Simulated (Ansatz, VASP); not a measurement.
One calculation of Au, two programs

```
Au
1.0
     2.81549    0.00000    0.00000
    -0.01296    2.82018    0.00000
    -1.13789   -1.18541    4.92401
Au
2
Cartesian
  0.0907 0.0815 3.5746
  1.5740 1.5533 1.3495
```

Alike in both runs: task single point; functional r2SCAN; k mesh 6 × 6 × 4; occupations gaussian, width 0.1 eV; no spin polarisation.

|  | VASP | Ansatz |
| --- | --- | --- |
| version | VASP 6.6.1 | Ansatz 0.2.0 |
| potentials or method | VASP PAW PBE potentials, release 64 (Au) | scalar-relativistic, plane waves, PAW |
| plane-wave cutoff (eV) | 520 | 500 |
| valence electrons in the cell | 22 | 38 |

```csv
,VASP,Ansatz,Ansatz less VASP
gap on the k mesh at the Fermi level (eV),none,none,-
pressure (GPa),-4.7,-5.0,-0.22
largest component of the traceless stress (GPa),3.67,3.70,+0.030
rms of the force components (eV/Å),0.018,0.018,+0.0001
```

Atom by atom the forces differ by 0.001 eV/Å (rms over components). A gap of «none» marks a metal or a gap that the smearing closes. The two sets of potentials don't hold the same shells in valence.

Caveats: the k mesh is coarse (spacing up to 0.38 Å⁻¹), so the values aren't converged; the PAW data sets were made with another functional, which shifts forces and pressure a little (VASP). The runs have no spin-orbit coupling, so splittings on Au are missing.
